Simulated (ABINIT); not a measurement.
SiO2:

```xyz
12
Lattice="-2.8379 2.8379 5.6602 2.8379 -2.8379 5.6602 2.8379 2.8379 -5.6602" Properties=species:S:1:pos:R:3 pbc="T T T"
Si    0.7868    4.2568    1.4151
Si    4.2568    0.7868   -1.4151
Si   -1.4189    2.0511    4.2452
Si    2.0511   -1.4189    7.0753
O     0.0000    2.8379    1.5138
O     4.0745    1.2366    2.8301
O     1.6013   -1.2366    2.8301
O     0.0000    0.0000    1.3163
O     0.0000    0.0000   10.0042
O     0.0000    2.8379    4.1464
O     1.2366   -1.2366    5.6602
O    -1.2366    1.2366    5.6602
```

The cell comes from a database or a generator and needn't be the stable form of this composition.

```yaml
Program: ABINIT 10.8.3 (patched build)
Task: single point
Functional: PBE
Potentials_or_basis: JTH PAW PBE v2.0
Cutoff: 626 eV
k_mesh: 7 × 7 × 7
Occupations: fermi-dirac, width 0.05 eV
Spin: no spin polarisation
```

On this cell: pressure -1.6 GPa; largest force 0.164 eV/Å; band gap on the k mesh 4.82 eV, direct.

The same run follows on a disturbed copy (atoms moved at random, drawn with an rms of 0.05 Å):

```
Si O
1.0
    -2.83790    2.83790    5.66021
     2.83790   -2.83790    5.66021
     2.83790    2.83790   -5.66021
Si O
4 8
Cartesian
  0.7981 4.2593 1.4175
  4.2696 0.7655 -1.3884
  -1.3760 2.0164 4.2186
  2.0520 -1.4219 7.0386
  -0.0023 2.8062 1.5407
  4.0935 1.2559 2.8211
  1.6452 -1.2521 2.8320
  -0.0267 -0.0132 1.3052
  0.0497 0.0171 9.9861
  0.0259 2.8833 4.1143
  1.2125 -1.2500 5.6513
  -1.2556 1.1804 5.6466
```

Q: What changes?

A: The energy moves by +16.1 meV/atom; pressure -1.8 GPa; largest force 2.082 eV/Å; band gap on the k mesh 4.72 eV, direct.

Forces on the atoms (eV/Å):
```
Si  -0.156 -0.719  0.392
Si   1.400  0.366 -1.407
Si  -0.310  1.075  0.945
Si  -0.130 -0.096  0.832
O    0.656  1.162 -0.386
O    0.096 -0.549 -0.794
O   -0.603 -0.099 -0.324
O    0.355 -0.483  0.002
O   -0.096 -0.078  0.264
O   -1.528 -1.369  0.356
O    0.196  0.205  0.452
O    0.120  0.583 -0.332
```

Stress tensor (GPa, compression positive):
```
-2.23  0.73  0.38
 0.73 -1.87  1.60
 0.38  1.60 -1.42
```

Caveats: an odd mesh through Γ misses points on the zone boundary, where band edges often lie; the atomic spheres overlap.
